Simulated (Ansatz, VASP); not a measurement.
MgB2: VASP beside Ansatz

INCAR

```
PREC = Accurate ; ENCUT = 520
EDIFF = 1E-6 ; ISMEAR = -1
SIGMA = 0.05 ; LREAL = F
LASPH = T ; NELM = 60
ALGO = Normal ; ISIF = 2
LWAVE = F ; LCHARG = F
GGA = PE ; NBANDS = 11
```

KPOINTS

```
regular mesh
0
Gamma
  10 10 8
```

POSCAR

```
MgB2
1.0
    3.0433056997      0.0000000000      0.0000000000
   -1.5216528499      2.6355800475      0.0000000000
    0.0000000000      0.0000000000      3.4753860551
Mg B
1 2
Direct
    0.0000000000      0.0000000000      0.0000000000
    0.6666666667      0.3333333333      0.5000000000
    0.3333333333      0.6666666667      0.5000000000
```

input.yaml

```yaml
crystal:
  lattice:
    - [3.0433056997, 0.0, 0.0]
    - [-1.5216528499, 2.6355800475, 0.0]
    - [0.0, 0.0, 3.4753860551]
  atoms:
    - { symbol: Mg, position: [0.0, 0.0, 0.0] }
    - { symbol: B, position: [0.6666666667, 0.3333333333, 0.5] }
    - { symbol: B, position: [0.3333333333, 0.6666666667, 0.5] }
hamiltonian:
  xc: pbe
  pseudopotentials: { kind: paw }
kpoints:
  mp_grid: { grid: [10, 10, 8] }
scf:
  occupations: { method: fermi_dirac, width: 0.05 }
output:
  forces: true
  stress: true
  eigenvalues: true
```

Alike in both runs: task single point; functional PBE; k mesh 10 × 10 × 8; occupations fermi-dirac, width 0.05 eV; no spin polarisation.

```csv
,VASP,Ansatz
version,VASP 6.6.1,Ansatz 0.2.0
potentials or method,"VASP PAW PBE potentials, release 64 (Mg, B)",Ansatz PAW
plane-wave cutoff (eV),520,420
valence electrons in the cell,8,16
```

```csv
,VASP,Ansatz,Ansatz less VASP
gap on the k mesh at the Fermi level (eV),none,none,-
pressure (GPa),5.4,5.6,+0.24
largest component of the traceless stress (GPa),1.77,1.64,-0.131
```

A gap of «none» marks a metal or a gap that the smearing closes. The two sets of potentials don't hold the same shells in valence.
